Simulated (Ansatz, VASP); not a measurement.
# Cross-check of Al36CN35 (C on an N site in AlN) between VASP and Ansatz, part 2 of 2

One calculation is typed for both programs; each brings its own data sets. How far apart do they land? The cell is taken from a series of runs on this material, whose earlier steps may have relaxed, scaled, displaced or heated it; both programs get it as it stands.

VASP 6.6.1 and Ansatz 0.2.0.

So far: Set-up; Ansatz: single point, HSE06.

### Step 3. VASP: single point, HSE06

Level of this step: HSE06; plane waves and PAW (Al, N, C) (VASP).

The same cell, functional, mesh and smearing now go to VASP, with its own data sets.

Lines of VASP's logs that name or quote its potential files are left out, and so is its time.

The run reads the wave functions of an earlier VASP run, which isn't shown here.

File INCAR:

```
SYSTEM = Al36CN35
PREC = Accurate
ENCUT = 520
EDIFF = 1E-06
NELM = 100
ISMEAR = -1
SIGMA = 0.01
LREAL = Auto
ALGO = Normal
LHFCALC = .TRUE.
AEXX = 0.25
GGA = PE
HFSCREEN = 0.208
LASPH = .TRUE.
NELECT = 288
NBANDS = 194
PRECFOCK = Fast
LORBIT = 11
LWAVE = .FALSE.
LCHARG = .FALSE.
ISIF = 2
```

File POSCAR:

```
Al36CN35
1.0
    9.3907067926      0.0000000000      0.0000000000
   -4.6953533963      8.1325906419      0.0000000000
    0.0000000000      0.0000000000     10.0360139395
Al N C
36 35 1
Direct
    0.1108659276      0.2222822325      0.0005163061
    0.2235174929      0.1117905938      0.2503974603
    0.1124283607      0.2230677246      0.4990169226
    0.2217200046      0.1107451038      0.7501311836
    0.1108769795      0.5554807420      0.0005190626
    0.2235171900      0.4454285238      0.2503987142
    0.1109725022      0.5556807238      0.4999600620
    0.2217111065      0.4446858498      0.7501320155
    0.1108754854      0.8891063098      0.0005182941
    0.2220882939      0.7779016170      0.2502385672
    0.1109826612      0.8890013574      0.4999672892
    0.2220818245      0.7778919740      0.7500571108
    0.4445809244      0.2228957873      0.9976045202
    0.5545462205      0.1117864544      0.2504082546
    0.4444336855      0.2225986961      0.5003346067
    0.5552931317      0.1107446022      0.7501360604
    0.4445822553      0.5553999263      0.9976080208
    0.5554138301      0.4445537951      0.2517656128
    0.4444253480      0.5555520251      0.5003516687
    0.5554142632      0.4445649328      0.7431423311
    0.4445030748      0.8891096507      0.0005189700
    0.5545509598      0.7764664402      0.2504095127
    0.4442908951      0.8890066534      0.4999842257
    0.5553008051      0.7782729891      0.7501494114
    0.7776885268      0.2222795809      0.0005274957
    0.8887607311      0.1112359316      0.2510804541
    0.7769041652      0.2230742573      0.4990237182
    0.8887477082      0.1112259732      0.7492254396
    0.7770778463      0.5553989399      0.9976026877
    0.8881873854      0.4454339671      0.2503952353
    0.7774097048      0.5555632879      0.5003433664
    0.8892403391      0.4446826081      0.7501338933
    0.7776904282      0.8891108368      0.0005333580
    0.8881896932      0.7764674367      0.2503979932
    0.7768947592      0.8875271806      0.4990218396
    0.8892455606      0.7782765057      0.7501436757
    0.1109496247      0.2223343227      0.1911341182
    0.2199449130      0.1083614846      0.4407162250
    0.1110138764      0.2223695856      0.6904876217
    0.2209148806      0.1107688500      0.9405912811
    0.1110235051      0.5557913031      0.1906454766
    0.2199314788      0.4452555916      0.4407096888
    0.1110971000      0.5559473380      0.6910835423
    0.2209149904      0.4438310639      0.9405830468
    0.1110201874      0.8889590730      0.1906485575
    0.2220879290      0.7778868660      0.4409798848
    0.1111058486      0.8888828308      0.6910867863
    0.2220850043      0.7778861995      0.9408528873
    0.4435459106      0.2208331055      0.1867007435
    0.5547119945      0.1083713733      0.4407143399
    0.4423524631      0.2184573817      0.6934679773
    0.5561510849      0.1107774230      0.9405829327
    0.4435406645      0.5564426774      0.1866892514
    0.4423478634      0.5576363283      0.6934588550
    0.5554235517      0.4445617366      0.9369016870
    0.4441863083      0.8889627742      0.1906380831
    0.5547130392      0.7800626890      0.4407092796
    0.4440290579      0.8888862967      0.6910886423
    0.5561528365      0.7790701252      0.9405868206
    0.7776447127      0.2223350968      0.1911355650
    0.8887560408      0.1112242313      0.4413347357
    0.7776103660      0.2223710709      0.6904835663
    0.8887527745      0.1112173516      0.9405802040
    0.7791520410      0.5564432705      0.1866952614
    0.8916162701      0.4452634923      0.4407134774
    0.7815355273      0.5576364332      0.6934676648
    0.8892019540      0.4438309288      0.9405863747
    0.7776459169      0.8890407833      0.1911375079
    0.8916429321      0.7800605900      0.4407155225
    0.7776093057      0.8889660978      0.6904837658
    0.8892063020      0.7790688209      0.9405900422
    0.5554353302      0.4445818002      0.4429228153
```

File KPOINTS:

```
Automatic mesh
0
Gamma
1 1 1
0 0 0
```

PAW data sets: Al, N and C (PBE family, release 64).

The run is started by

```bash
> export OMP_NUM_THREADS=3
> mpirun -np 1 vasp_gam
```

Numbers of over 12 decimals in the logs are rounded to 6 here.

Output:

```text
[banner, memory and clock lines left out]
running    1 mpi-ranks, on    1 nodes
[...]
Offloading initialized ...    1 GPUs detected
[...]
LDA part: xc-table for (Slater+PW92), standard interpolation
 found WAVECAR, reading the header
 POSCAR, INCAR and KPOINTS ok, starting setup
[...]
reading WAVECAR
 the WAVECAR file was read successfully
 initial charge from wavefunction
 entering main loop
       N       E                     dE             d eps       ncg     rms          rms(c)
DAV:   1    -0.613815901844E+03   -0.61382E+03   -0.17516E+01   496   0.874E+00    0.499E+01
DAV:   2    -0.613934790165E+03   -0.11889E+00   -0.41347E-01   448   0.151E+00    0.346E+01
DAV:   3    -0.613915907477E+03    0.18883E-01   -0.67033E-03   448   0.225E-01    0.210E+01
DAV:   4    -0.613908134510E+03    0.77730E-02   -0.30739E-03   448   0.110E-01    0.125E+01
[...]
DAV:   9    -0.613904550656E+03    0.23197E-04   -0.98120E-06   440   0.840E-03    0.798E-01
DAV:  10    -0.613904544947E+03    0.57090E-05   -0.35667E-06   344   0.513E-03    0.458E-01
DAV:  11    -0.613904544533E+03    0.41433E-06   -0.14583E-06   248   0.344E-03
   1 F= -.61390454E+03 E0= -.61390454E+03  d E =-.408840E-12
```

OUTCAR, selected parts (step 3):

```text
 POSITION                                       TOTAL-FORCE (eV/Angst)
 -----------------------------------------------------------------------------------
     -0.00258      1.80773      0.00518         0.002374      0.002876     -0.067680
      1.57409      0.90915      2.51299         0.004481      0.006098     -0.068802
      0.00840      1.81412      5.00814        -0.005539     -0.004041     -0.057092
      1.56212      0.90064      7.52833         0.018781      0.001220     -0.064196
     -1.56697      4.51750      0.00521         0.001097     -0.013228     -0.066840
      0.00754      3.62249      2.51300         0.005150      0.003279     -0.070298
     -1.56701      4.51912      5.01761         0.002437     -0.024313     -0.077233
     -0.00593      3.61645      7.52834         0.009957      0.018837     -0.065495
     -3.13347      7.23074      0.00520        -0.009166      0.004790     -0.063920
     -1.56696      6.32636      2.51140         0.000456     -0.001348     -0.061671
     -3.13197      7.22988      5.01768        -0.018007      0.012006     -0.076861
     -1.56697      6.32628      7.52758         0.000322     -0.000374     -0.070726
      3.12835      1.81272     10.01197         0.001547      0.002527     -0.050650
      4.68270      0.90911      2.51310        -0.003393      0.004915     -0.070479
[...]
-----------------------------------------------------------------------------------
    total drift:                               -0.016671      0.009397      0.082552

  FREE ENERGIE OF THE ION-ELECTRON SYSTEM (eV)
  ---------------------------------------------------
  free  energy   TOTEN  =      -613.9045445329 eV

  energy  without entropy=     -613.9045445329  energy(sigma->0) =     -613.90454453
```

The run ends at a pressure of -2.30 GPa, with forces up to 0.10 eV/Å.

### Step 4. Side by side

Known differences besides the potentials themselves: exact exchange at q = 0 is treated differently, which shows on coarse meshes; VASP keeps PBE cores, Ansatz makes them for the functional; the cutoff is 420 eV in Ansatz and 520 eV in VASP (PREC = Accurate, projectors in real space); VASP takes a coarser grid for exact exchange (PRECFOCK = Fast). Total energies have different zeros and are not compared.

The two programs side by side:

| quantity | Ansatz | VASP | difference |
| --- | --- | --- | --- |
| gap on the k mesh (eV) | 4.568 | 4.585 | -0.017 |

Forces on 8 of the 72 atoms, those with the largest forces and the largest differences (eV/Å; atoms numbered as in POSCAR):

```
atom         Ansatz x, y, z           VASP x, y, z
 Al7  0.002, -0.023, -0.080  0.002, -0.024, -0.077
Al18  -0.001, 0.003, -0.084   0.000, 0.002, -0.080
Al20   0.000, 0.002, -0.054  -0.004, 0.003, -0.050
Al23   0.020, 0.011, -0.083   0.022, 0.012, -0.080
 N51   0.002, -0.016, 0.083   0.003, -0.013, 0.080
 N54   -0.011, 0.007, 0.086   -0.008, 0.005, 0.082
 N66    0.015, 0.007, 0.084    0.012, 0.004, 0.081
 C72   -0.001, 0.000, 0.114   -0.010, 0.004, 0.103
```

The forces differ by 1.9 meV/Å r.m.s., which is 4.8 % of the r.m.s. force of 0.040 eV/Å (both taken over all components). A gap on the mesh is an upper bound, since the band edges may lie between its points. The cell carries a charge of -1 e against a uniform background, so its pressure also hangs on how the neutralising background is counted, and in a defect's cell a gap may be the spacing between its levels.

### Step 5. Results

```yaml
r_m_s_force_difference_single_point_hse06: 1.9 meV/Å
```

What this shows: The r.m.s. force difference is 1.9 meV/Å (single point, HSE06), within the 12 meV/Å picked in this series as the mark of a large difference. Such differences can come from data sets, numerical settings and the points named under the comparisons, not from the functional's error against experiment.

[Lines on the potential files, build, host, timing and source positions are cut from VASP's logs without a mark.]

[Logs are printed without paths, hosts, clocks, repeated set-up lines and the standing remarks that a program may print on its own settings, such as how far it seeks lower states.]

[Hosts, paths, dates, database ids (printed as entryN), source tags and the programs' standing remarks are cut or masked in the printed files.]
